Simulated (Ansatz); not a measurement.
A relaxed 1×1 slab of 5 planes, cut along (0001) from a hcp crystal of one element, has a cell area of 5.67 Å² and a bulk spacing of 2.111 Å between its first planes. All-electron LAPW in Ansatz 0.2.0 (PBE, scalar-relativistic, no spin polarisation) gives γ = 1.29 J/m², Φ = 4.82 eV and a change of the outer spacing of -1.1 %. The hcp structure needn't be the element's own.

Which element is it?

Cu. This is the case that was computed; others weren't tested.
